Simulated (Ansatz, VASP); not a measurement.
# Ag: VASP beside Ansatz

The input INCAR:

```
SYSTEM = Ag
ALGO = Fast ; EDIFF = 1E-6
ENCUT = 520 ; GGA = PS
ISIF = 2 ; ISMEAR = 0
LASPH = .TRUE. ; LCHARG = .FALSE.
LREAL = .FALSE. ; LWAVE = .FALSE.
NBANDS = 12 ; NELM = 100
PREC = Accurate ; SIGMA = 0.15
```

File KPOINTS:

```
k-points
0
G
  26 26 26
  0 0 0
```

Contents of POSCAR:

```
Ag
1.0
   -1.5319294609      1.5319294609      1.6125573273
    1.5319294609     -1.5319294609      1.6125573273
    1.5319294609      1.5319294609     -1.6125573273
Ag
1
Direct
    0.0000000000      0.0000000000      0.0000000000
```

Input for Ansatz:

```yaml
crystal:
  lattice:
    - [-1.5319294609, 1.5319294609, 1.6125573273]
    - [1.5319294609, -1.5319294609, 1.6125573273]
    - [1.5319294609, 1.5319294609, -1.6125573273]
  atoms:
    - { symbol: Ag, position: [0.0, 0.0, 0.0] }
basis:
  ecutwfc: 420
kpoints:
  mp_grid: { grid: [26, 26, 26] }
hamiltonian:
  xc: pbesol
scf:
  occupations: { method: gaussian, width: 0.15 }
output:
  forces: true
  stress: true
  eigenvalues: true
```

Change from the starting cell: strain -0.050 along x and y, +0.000 along z, atoms carried along.

Alike in both runs: task single point; functional PBEsol; k mesh 26 × 26 × 26; occupations gaussian, width 0.15 eV; no spin polarisation.

|  | VASP | Ansatz |
| --- | --- | --- |
| version | VASP 6.6.1 | Ansatz 0.2.0 |
| potentials or method | VASP PAW PBE potentials, release 64 (Ag) | scalar-relativistic, plane waves, PAW |
| plane-wave cutoff (eV) | 520 | 420 |
| valence electrons in the cell | 11 | 19 |

```csv
,VASP,Ansatz,Ansatz less VASP
gap on the k mesh at the Fermi level (eV),none,none,-
pressure (GPa),15.6,15.8,+0.17
largest component of the traceless stress (GPa),0.56,0.57,+0.002
```

A gap of «none» marks a metal or a gap that the smearing closes. The two sets of potentials don't hold the same shells in valence.

Caveats: so large a pressure means that the cell lies far from this level's equilibrium, or that cutoff or potentials fall short (VASP); the potentials were made for another functional, which shifts forces and pressure (VASP).
